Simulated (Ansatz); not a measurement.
PbTe (rocksalt), relaxed with r2SCAN in the PAW code Ansatz: space group Fm-3m (No. 225), cubic; a = 6.536 Å in the conventional setting, 34.90 Å³ an atom. Around Pb lie 6 Te at 3.27 Å; around Te lie 6 Pb at 3.27 Å. The primitive cell holds 2 atoms in 69.79 Å³. Non-magnetic throughout; all numbers are computed.

Computed values: PBE gives a gap of 0.80 eV and PBE0 (25 % exact exchange) 1.74 eV; one over PBE's mean ε∞ is 0.037. HSE06+SOC (4×4×4) gives a least gap of 0.27 eV, direct. r2SCAN's ε∞ is 22.73.

**Question.** What is the density?

**Answer.** The cell holds 1 Pb, 1 Te: M = 1×207.200 + 1×127.600 = 334.80 u in V = 69.79 Å³. ρ = 1.66054 × M/V = 1.66054 × 334.80/69.79 = 7.966 g/cm³, for the static r2SCAN lattice.

**Question.** Taking the gap as linear in the share of unscreened exchange, estimate the gap of the hybrid whose share is 1/ε∞.

**Answer.** The slope is (1.74 − 0.80)/0.25 = 3.76 eV per unit share, so E_g ≈ 0.80 + 3.76 × 0.037 = 0.94 eV. The run with that share gives 0.93 eV (6×6×6 mesh), -0.01 eV from the straight line.

**Question.** At what wavelength does absorption set in by HSE06+SOC, excitons left aside?

**Answer.** λ = 1239.84 eV nm/E: 4592 nm for the least gap. That lies in the infrared.

**Question.** What refractive index and reflectivity at normal incidence follow, below the gap and above the phonons?

**Answer.** n = √22.73 = 4.768; R = ((n − 1)/(n + 1))² = (3.768/5.768)² = 42.7 % a face.

Only the levels marked +SOC include spin-orbit coupling.

The meshes of the hybrids are coarse, so their gaps aren't converged to the digits shown.
